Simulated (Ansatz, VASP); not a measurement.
## One calculation of WS, two programs

INCAR

```
ALGO = Normal
EDIFF = 1E-6
EDIFFG = -0.01
ENCUT = 600
GGA = PE
IBRION = 2
ISIF = 3
ISMEAR = 0
LASPH = True
LCHARG = False
LDAU = True
LDAUJ = 0 0
LDAUL = 2 -1
LDAUPRINT = 1
LDAUTYPE = 2
LDAUU = 6.2 0
LMAXMIX = 4
LREAL = False
LWAVE = False
NELM = 150
NSW = 100
PREC = Accurate
SIGMA = 0.02
```

The input KPOINTS:

```
k-points
0
Gamma
  12 12 12
```

POSCAR

```
WS
1.0
    3.2404427506      0.0000000000      0.0000000000
    0.0000000000      3.2404427506      0.0000000000
    0.0000000000      0.0000000000      3.2404427506
W S
1 1
Direct
    0.0000000000      0.0000000000      0.0000000000
    0.5000000000      0.5000000000      0.5000000000
```

Input for Ansatz:

```yaml
crystal:
  lattice:
    - [3.2404427506, 0.0, 0.0]
    - [0.0, 3.2404427506, 0.0]
    - [0.0, 0.0, 3.2404427506]
  atoms:
    - { symbol: W, position: [0.0, 0.0, 0.0] }
    - { symbol: S, position: [0.5, 0.5, 0.5] }
basis:
  ecutwfc: 420
kpoints:
  mp_grid: { grid: [12, 12, 12] }
hamiltonian:
  xc: pbe
  hubbard: { sites: [{ species: W, l: d, u_eff: 6.2 }] }
scf:
  occupations: { method: gaussian, width: 0.02 }
output:
  forces: true
  stress: true
  eigenvalues: true
  write_density: true
  write_potential: true
  elf: true
  volumetric_format: npy
relax:
  adjacent_minimum: "off"
  f_tol: 0.01
  max_steps: 80
  cell: { stress_tol: 0.05 }
```

The cell was built by a generator and needn't be a form met in nature.

Alike in both runs: task relaxation of cell and atoms; functional PBE; k mesh 12 × 12 × 12; occupations gaussian, width 0.02 eV; no spin polarisation; Hubbard terms W d U = 6.2 eV.

```csv
,VASP,Ansatz
version,VASP 6.6.1,Ansatz 0.2.0
potentials or method,"VASP PAW PBE potentials, release 64 (W_sv, S)","scalar-relativistic, plane waves, PAW"
plane-wave cutoff (eV),600,420
valence electrons in the cell,20,20
```

|  | VASP | Ansatz | Ansatz less VASP |
| --- | --- | --- | --- |
| relaxed volume (Å³/atom) | 14.17 | 17.01 | +2.839 |
| relaxed cell length with the largest relative difference (Å) | 3.049 | 3.240 | +0.1913 |
| energy change over the relaxation (meV/atom) | -263 | 0 | +263.3 |

The programs project onto different local orbitals, so the same U acts differently.

Caveats: the electronic state changed during the relaxation; the volume moved by over 15 % at a fixed basis, so the end points are rough (VASP); U without spin polarisation on a metal has little footing. The runs have no spin-orbit coupling, so splittings on W are missing.
